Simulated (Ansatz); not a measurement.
Runs of Ansatz 0.2.0 on AlRu. The structure is cubic, space group Pm-3m (No. 221). The conventional cell has a = 2.992 Å, b = 2.992 Å, c = 2.992 Å, α = 90.00°, β = 90.00°, γ = 90.00°. Ru (site symmetry m-3m) is surrounded by 8 Al at 2.59 Å. Al (site symmetry m-3m) is surrounded by 8 Ru at 2.59 Å. 

```tsv
task	level	spin	cell	k mesh	cutoff (eV)	gap on the mesh (eV)	pressure (GPa)	relaxed volume (Å³/atom)
single point	PBE0	off	as given	5 × 5 × 5	420	none	-3.0	-
relaxation of cell and atoms	HSE03	off	relaxed	5 × 5 × 5	420	none	0.0	13.23
relaxation of cell and atoms	HSEsol	off	relaxed	5 × 5 × 5	420	none	0.0	(a)
single point	HSE06	SOC, no magnetisation	as given	4 × 4 × 4	420	none	(b)	-
single point	r2SCAN50	off	as given	5 × 5 × 5	500	none	-10.7	-
```

Alike in all rows: potentials or basis Ansatz PAW; smearing fermi-dirac 0.05 eV; the mesh is coarse, so values aren't converged.

Problem. Fill in the values left out.

Solution. (a) 12.98; (b) -7.1.

Caveats: all runs use coarse meshes; the PAW data sets come from PBE, with cores solved anew for the run's functional, which leaves a small shift of forces and pressure; the thresholds are loose for stress (some runs); the plane-wave basis is chosen anew once the cell has moved, so the energies of steps on either side of that aren't comparable (some runs).

A k mesh can miss the band edges, and rows without SOC leave out spin-orbit coupling on Ru.

A gap of «none» marks a metal or a gap under the smearing width.
